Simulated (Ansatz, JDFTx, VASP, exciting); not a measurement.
CdS: programs and potentials compared

```
CELL_PARAMETERS angstrom
4.15000 0.00000 0.00000
-2.07500 3.59401 0.00000
0.00000 0.00000 6.73700
ATOMIC_POSITIONS crystal
Cd 0.66667 0.33333 0.50000
Cd 0.33333 0.66667 0.00000
S 0.66667 0.33333 0.87500
S 0.33333 0.66667 0.37500
```

Alike in all runs: task single point; functional PBE; k mesh 7 × 7 × 4; occupations gaussian, width 0.011 eV; no spin polarisation; no spin-orbit coupling. Pressure is positive in compression and, in plane waves, holds the error of the finite cutoff, which Ansatz's Pulay term estimates and takes out.

```json
{"program and potentials": "Ansatz, Ansatz PAW", "plane-wave cutoff (eV)": "420", "notes": "13 valence electrons an atom on average; Pulay term of +0.04 GPa included", "pressure (GPa)": "2.07", "largest force (eV/Å)": "0.068"}
{"program and potentials": "exciting, all-electron LAPW+lo, shipped species files, valence relativity iora*", "plane-wave cutoff (eV)": "-", "notes": "-", "pressure (GPa)": "-", "largest force (eV/Å)": "0.068"}
{"program and potentials": "JDFTx, PseudoDojo-SR-PBE-0.5-standard with smoothed tails", "plane-wave cutoff (eV)": "1388", "notes": "13 valence electrons an atom on average", "pressure (GPa)": "2.08", "largest force (eV/Å)": "0.069"}
{"program and potentials": "VASP, PBE PAW files Cd, S, 520 eV", "plane-wave cutoff (eV)": "520", "notes": "9 valence electrons an atom on average", "pressure (GPa)": "2.42", "largest force (eV/Å)": "0.069"}
```

Force on atom 1 (Cd), eV/Å:

| program and potentials | x | y | z |
| --- | --- | --- | --- |
| Ansatz, Ansatz PAW | 0.000 | 0.000 | -0.068 |
| exciting, all-electron LAPW+lo, shipped species files, valence relativity iora* | 0.000 | 0.000 | -0.068 |
| JDFTx, PseudoDojo-SR-PBE-0.5-standard with smoothed tails | 0.000 | 0.000 | -0.069 |
| VASP, PBE PAW files Cd, S, 520 eV | 0.000 | 0.000 | -0.069 |

The pressure spans 2.07 (Ansatz, Ansatz PAW) to 2.42 GPa (VASP, PBE PAW files Cd, S, 520 eV).

The functional is the same throughout but for its coding, so the spread measures potentials, basis and numerics; runs on potential files found faulty are left out.

All the plane-wave runs put this wurtzite cell under compression, as expected if it lies near the experimental volume, because PBE tends to underbind and favours a larger lattice. The force on Cd is confined to the polar axis by the threefold site symmetry. It points away from the axial S neighbour, so that bond tends to lengthen at fixed cell. This is the usual internal response of wurtzite when its axial ratio is slightly below ideal, as it is here: the axial bond grows relative to the three others.

The potentials barely affect this force but do separate the pressures. Ansatz and JDFTx nearly coincide at 2.07 and 2.08 GPa, while VASP gives 2.42 GPa, possibly because its smaller valence space leaves the Cd 4s and 4p shells in the frozen core. Agreement on the force is therefore no guarantee of agreement on the equilibrium volume. Without an all-electron pressure, the comparison can't settle which value lies closer to the PBE limit.
